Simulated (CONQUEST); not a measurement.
Runs of CONQUEST 1.3 on ZnS. Symmetry: F-43m, No. 216, cubic system. The conventional cell has a = 5.404 Å, b = 5.404 Å, c = 5.404 Å, α = 90.00°, β = 90.00°, γ = 90.00°. Around Zn (site symmetry -43m) lie 4 S at 2.34 Å. S (site symmetry -43m) is surrounded by 4 Zn at 2.34 Å. 

```tsv
task	level	potentials or basis	spin	cell	k mesh	gap on the mesh (eV)	pressure (GPa)
single point	PBE	PseudoDojo NC PBE, SZP, grid cutoff 120 Ha	off	as given	7 × 7 × 5	2.48	5.1
single point	PBE	PseudoDojo NC PBE, SZP, grid cutoff 120 Ha	off	as given	6 × 6 × 4	2.48	5.1
single point	PBE	PseudoDojo NC PBE, SZ, grid cutoff 120 Ha	off	as given	7 × 7 × 5	1.53	(a)
single point	PBE	PseudoDojo NC PBE, DZP, grid cutoff 150 Ha	off	atoms moved at random, drawn with an rms of 0.05 Å	7 × 7 × 5	2.29	4.2
```

Alike in all rows: smearing fermi-dirac 0.05 eV.

Task: Fill in the values left out.

Result: (a) 13.7.

Caveats: the basis of atomic orbitals isn't converged, which shifts pressures, moduli and gaps; the atomic basis is small (some runs); an odd mesh through Γ misses points on the zone boundary, where band edges often lie (some runs); the real-space grid breaks the cell's symmetry a little (some runs).
